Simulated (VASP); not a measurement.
GaN in VASP: the effect of exact exchange

The system is GaN.

```
Ga N
1.0
     0.00000    2.13524    2.13524
     2.13524    0.00000    2.13524
     2.13524    2.13524    0.00000
Ga N
1 1
Direct
  0.00000 0.00000 0.00000
  0.50000 0.50000 0.50000
```

Measurements of this composition are mostly on another form, of space group No. 186.

Alike in all runs:

| Quantity | Value |
| --- | --- |
| Program | VASP 6.6.1 |
| Task | single point |
| Functional | HSE(alpha, omega) |
| Potentials or basis | VASP PAW PBE potentials, release 64 (Ga_d, N) |
| Cutoff | 520 eV |
| k mesh | 6 × 6 × 6 |
| Occupations | fermi-dirac, width 0.05 eV |
| Spin | no spin polarisation |

```csv
exact exchange,gap on the mesh (eV),pressure (GPa)
0.05,0.61,-1.6
0.1,0.85,-3.6
0.15,1.10,-5.4
0.2,1.36,-7.2
0.25,1.63,-9.0
0.3,1.90,-10.8
0.4,?,?
0.5,3.05,-17.5
```

Problem. What does the run with exact exchange 0.4 give?

Solution. gap on the mesh 2.46 eV; pressure -14.2 GPa.

Worked out: A parabola through the other rows of the gap on the mesh, of slope 5.76 eV per unit of exact exchange there, gives 2.46 eV, against the run's 2.46. A parabola through the other rows of the pressure, of slope -33.6 GPa per unit of exact exchange there, gives -14.2 GPa, against the run's -14.2.

Caveats: all runs use coarse meshes; the PAW data sets were made with another functional, which shifts forces and pressure a little.

A k mesh can miss the band edges.
